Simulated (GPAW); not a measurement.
**Al: single point with PBE**

Al:

```
Al
1.0
     0.00000    2.02481    2.02481
     2.02481    0.00000    2.02481
     2.02481    2.02481    0.00000
Al
1
Direct
  0.00000 0.00000 0.00000
```

* Program: GPAW 26.7.0
* Task: single point
* Functional: PBE
* Potentials or basis: GPAW PAW data sets (gpaw-data 1.2.1)
* Cutoff: 600 eV
* Basis: pw
* k mesh: 11 × 11 × 11
* Occupations: gaussian, width 0.028 eV
* Spin: no spin polarisation
* Maxiter: 150

The pressure is -0.4 GPa and the band gap on the k mesh is none (metal or under the smearing width).

Levels at points of the mesh, in eV from the Fermi level:
```
           k point  band 1  band 2  band 3  band 4
(0.00, 0.00, 0.00)  -11.12   12.57   12.57   12.57
```

It took 6.4 s on 1 thread of Arm Neoverse V1, with other jobs on the host, peak memory 0.13 GiB.
